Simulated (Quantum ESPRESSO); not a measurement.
A calculation with Quantum ESPRESSO 7.5 of Cu (ASE script, structure from a P1 CIF):

The input run.py:

```python
import numpy as np
from ase.calculators.espresso import Espresso, EspressoProfile
from ase.io import read

atoms = read('Cu.cif')

input_data = {
    'control': {'calculation': 'scf', 'prefix': 'pwscf', 'outdir': './tmp', 'tprnfor': True, 'tstress': True, 'disk_io': 'nowf'},
    'system': {'ecutwfc': 56.0, 'ecutrho': 448.0, 'nbnd': 27, 'occupations': 'smearing', 'smearing': 'fd', 'degauss': 0.00367493},
    'electrons': {'conv_thr': 4e-10, 'electron_maxstep': 120, 'mixing_beta': 0.5},
}
pseudopotentials = {'Cu': 'cu_pbesol_v1.2.uspp.F.UPF'}
profile = EspressoProfile(command='mpirun -n 2 pw.x -nk 2', pseudo_dir='pseudo')
dft = Espresso(profile=profile, input_data=input_data, pseudopotentials=pseudopotentials, kpts=(12, 12, 7), koffset=(0, 0, 0))
atoms.calc = dft

print(f'energy {atoms.get_potential_energy():.8f} eV')
print('forces (eV/A)')
print(np.round(atoms.get_forces(), 6))
print('stress (eV/A^3, Voigt)')
print(np.round(atoms.get_stress(), 8))
print(f'Fermi level {dft.get_fermi_level():.4f} eV')
```

Contents of Cu.cif:

```cif
data_Cu
_cell_length_a 2.53409667
_cell_length_b 2.53409667
_cell_length_c 4.11257100
_cell_angle_alpha 90.00000000
_cell_angle_beta 90.00000000
_cell_angle_gamma 120.00000000
_space_group_name_H-M_alt 'P1'
_space_group_name_Hall 'P 1'
_space_group_IT_number 1
loop_
_space_group_symop_operation_xyz
'x,y,z'
loop_
_atom_site_label
_atom_site_type_symbol
_atom_site_symmetry_multiplicity
_atom_site_Wyckoff_symbol
_atom_site_fract_x
_atom_site_fract_y
_atom_site_fract_z
_atom_site_occupancy
Cu1 Cu 1 a 0.6666666667 0.3333333333 0.7500000000 1
Cu2 Cu 1 a 0.3333333333 0.6666666667 0.2500000000 1
```

Potentials or basis: GBRV 1.5 PBEsol.

Command:

```sh
$ OMP_NUM_THREADS=1 python run.py
```

This isn't the form of Cu at room conditions, which is fcc.

Q: Write the same calculation in another form: native input, structure typed inline.

A: As run:

File pw.in:

```
&CONTROL
  calculation = 'scf'
  prefix = 'pwscf'
  outdir = './tmp'
  pseudo_dir = './pseudo'
  tprnfor = .true.
  tstress = .true.
  disk_io = 'low'
/
&SYSTEM
  ibrav = 0
  celldm(1) = 8
  nat = 2
  ntyp = 1
  ecutwfc = 56
  ecutrho = 448
  nbnd = 27
  occupations = 'smearing'
  smearing = 'fd'
  degauss = 0.00367493
/
&ELECTRONS
  conv_thr = 4d-10
  electron_maxstep = 120
  mixing_beta = 0.5
/
ATOMIC_SPECIES
Cu    63.5460 cu_pbesol_v1.2.uspp.F.UPF
CELL_PARAMETERS alat
  0.5985935849060   0.0000000000000   0.0000000000000
 -0.2992967924530   0.5183972510728   0.0000000000000
  0.0000000000000   0.0000000000000   0.9714541072598
ATOMIC_POSITIONS crystal
Cu     0.6666666667    0.3333333333    0.7500000000
Cu     0.3333333333    0.6666666667    0.2500000000
K_POINTS automatic
12 12 7 0 0 0
```

Contents of pp_density.in:

```
&INPUTPP
  prefix = 'pwscf'
  outdir = './tmp'
  filplot = 'density.dat'
  plot_num = 0
/
&PLOT
  nfile = 1
  filepp(1) = 'density.dat'
  iflag = 3
  output_format = 6
  fileout = 'density.cube'
/
```

File pp_potential.in:

```
&INPUTPP
  prefix = 'pwscf'
  outdir = './tmp'
  filplot = 'potential.dat'
  plot_num = 11
/
&PLOT
  nfile = 1
  filepp(1) = 'potential.dat'
  iflag = 3
  output_format = 6
  fileout = 'potential.cube'
/
```

Potentials or basis: GBRV 1.5 PBEsol.

Launch:

```bash
$ OMP_NUM_THREADS=1 mpirun -n 2 pw.x -nk 2 -in pw.in > pw.out
$ OMP_NUM_THREADS=1 mpirun -n 1 pp.x -in pp_density.in > pp_density.out
$ OMP_NUM_THREADS=1 mpirun -n 1 pp.x -in pp_potential.in > pp_potential.out
```

Both were run:

|  | ASE script, structure from a P1 CIF | native input, structure typed inline |
| --- | --- | --- |
| Pressure | -1.4 GPa | -1.3 GPa |
| Band gap on the k mesh | none (metal or under the smearing width) | none (metal or under the smearing width) |

Keys that steer only the numerical path or the files written may differ.
